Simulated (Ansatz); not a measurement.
# Al6N5: the cost of one run

Method: DFT PBE, scalar-relativistic, plane waves, PAW, in Ansatz 0.2.0.

2 further runs of the same task are left out: 2 set aside as unsound or not needed.

## (1) The structure to begin with

The structure is hexagonal, space group P6_3/mmc (No. 194). The conventional cell has a = 3.313 Å, b = 3.313 Å, c = 4.187 Å, α = 90.00°, β = 90.00°, γ = 120.00°. Al (site symmetry -6m2) is surrounded by 5 N at 1.91 to 2.09 Å. Around N (site symmetry -6m2) lie 5 Al at 1.91 to 2.09 Å.

Coordinates:

```
Al N
1.0
     3.31350    0.00000    0.00000
    -1.65675    2.86957    0.00000
     0.00000    0.00000    4.18746
Al N
2 2
Cartesian
  0.0000 1.9130 3.1406
  1.6567 0.9565 1.0469
  0.0000 1.9130 1.0469
  1.6567 0.9565 3.1406
```

It goes back to an entry of the Materials Project, which need not be the stable form.

It is the result of an earlier relaxation at this level (volume 9.95 Å³/atom; gap on the mesh: 3.25 eV).

## (2) The scan

Atoms count from 1 in the order of the input.

An atom moved over a plane that holds its own site and a neighbouring vacancy.

The axes are (1) path of N10 from its site (0) to the vacancy (1), 2.836 Å: 11 values from −0.125 to 1.125; (2) shift of N10 across the path, along a normal: 9 values from −0.700 Å.

Nothing else is relaxed (all other atoms held at the sites of the perfect crystal). Points are written as (first, second).

## (3) Grid point (0.000, −0.700 Å)

File input.yaml:

```yaml
crystal:
  lattice:
    - [1.6567491603, 2.8695737211, -4.1874629538]
    - [1.6567491603, -2.8695737211, -4.1874629538]
    - [-3.3134983206, 0.0, -4.1874629538]
  atoms:
    - { symbol: Al, position: [0.75, 0.0833333333, 0.4166666667] }
    - { symbol: Al, position: [0.4166666667, 0.75, 0.0833333333] }
    - { symbol: Al, position: [0.0833333333, 0.4166666667, 0.75] }
    - { symbol: Al, position: [0.9166666667, 0.5833333333, 0.25] }
    - { symbol: Al, position: [0.5833333333, 0.25, 0.9166666667] }
    - { symbol: Al, position: [0.25, 0.9166666667, 0.5833333333] }
    - { symbol: "N", position: [0.5833333333, 0.9166666667, 0.25] }
    - { symbol: "N", position: [0.25, 0.5833333333, 0.9166666667] }
    - { symbol: "N", position: [0.75, 0.4166666667, 0.0833333333] }
    - { symbol: "N", position: [0.3642100251, 0.1209196918, 0.8776293585] }
    - { symbol: "N", position: [0.0833333333, 0.75, 0.4166666667] }
total_charge: 3
basis:
  ecutwfc: 420
kpoints:
  mp_grid: { grid: [6, 6, 6] }
hamiltonian:
  xc: pbe
  pseudopotentials: { kind: paw, azcp: { folder: soft_1 } }
scf:
  occupations: { method: gaussian, width: 0.05 }
output:
  forces: true
  stress: true
  eigenvalues: true
  write_density: true
  write_potential: true
  elf: true
  volumetric_format: npy
```

Launch:

```
$ ansatz run input.yaml --threads 4 --pin off --max-ram 8192MiB --backend cpu --events-out ev --progress --plain --runs-dir out
```

What time and memory should one allow on 4 threads of Arm Neoverse V1, shared host?

About 17 s, with a peak of 0.6 GiB.
